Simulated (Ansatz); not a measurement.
# AlN: the cost of one run

Method: DFT PBE, scalar-relativistic, plane waves, PAW, in Ansatz 0.2.0.

4 further runs of the same task are left out: 1 that didn't finish, 3 set aside as unsound or not needed.

## Step 1: The system as given

The structure is hexagonal, space group P6_3mc (No. 186). Conventional cell: a = 3.130 Å, b = 3.130 Å, c = 5.018 Å, α = 90.00°, β = 90.00°, γ = 120.00°. Al (site symmetry 3m) is surrounded by 4 N at 1.90 to 1.91 Å. Around N (site symmetry 3m) lie 4 Al at 1.90 to 1.91 Å.

Structure file:

```xyz
4
Lattice="3.1302 0.0000 0.0000 -1.5651 2.7109 0.0000 0.0000 0.0000 5.0180" Properties=species:S:1:pos:R:3 pbc="T T T"
Al    0.0000    1.8072    0.0087
Al    1.5651    0.9036    2.5177
N     0.0000    1.8072    1.9232
N     1.5651    0.9036    4.4322
```

This cell was relaxed beforehand with the same method: volume 10.65 Å³/atom, gap on the mesh 4.03 eV.

## Step 2: The reference: the undisturbed cell on the scan's mesh

File input.yaml:

```yaml
crystal:
  lattice:
    - [3.1302395629, 0.0, 0.0]
    - [-1.5651197815, 2.7108669814, 0.0]
    - [0.0, 0.0, 5.0179796548]
  atoms:
    - { symbol: Al, position: [0.3333333333, 0.6666666667, 0.0017287175] }
    - { symbol: Al, position: [0.6666666667, 0.3333333333, 0.5017287175] }
    - { symbol: "N", position: [0.3333333333, 0.6666666667, 0.3832712825] }
    - { symbol: "N", position: [0.6666666667, 0.3333333333, 0.8832712825] }
basis:
  ecutwfc: 420
kpoints:
  mp_grid: { grid: [12, 12, 6] }
hamiltonian:
  xc: pbe
scf:
  occupations: { method: gaussian, width: 0.05 }
output:
  forces: true
  stress: true
  eigenvalues: true
  write_density: true
  write_potential: true
  elf: true
  volumetric_format: npy
```

Launch:

```sh
$ ansatz run input.yaml --threads 1 --pin off --max-ram 2560MiB --backend cpu --events-out ev --progress --plain --runs-dir out
```

What time and memory should one allow on 1 thread of Arm Neoverse V1, shared host?

About 5.7 s, with a peak of 0.33 GiB.
